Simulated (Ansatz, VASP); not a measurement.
**Two plane-wave programs on Cd**

```xyz
2
Lattice="0.0000 3.3445 3.3445 3.3445 0.0000 3.3445 3.3445 3.3445 0.0000" Properties=species:S:1:pos:R:3 pbc="T T T"
Cd   -0.8361   -0.8361   -0.8361
Cd    0.8361    0.8361    0.8361
```

Alike in both runs: functional PBE; k mesh 12 × 12 × 12; occupations fermi-dirac, width 0.05 eV; no spin polarisation.

Ansatz relaxed the structure, and its values are those at the end. VASP's run is a single point on that final structure, the one shown.

```csv
,VASP,Ansatz
version,VASP 6.6.1,Ansatz 0.2.0
potentials or method,"VASP PAW PBE potentials, release 64 (Cd)","PAW with Ansatz's default frozen-core files, scalar-relativistic"
plane-wave cutoff (eV),520,420
valence electrons in the cell,24,40
```

VASP gave:

| Item | Value |
| --- | --- |
| pressure (GPa) | 0.2 |

Question: What did Ansatz give for the same quantities?

Answer: Pressure (GPa): 0.0.

The two sets of potentials don't hold the same shells in valence.
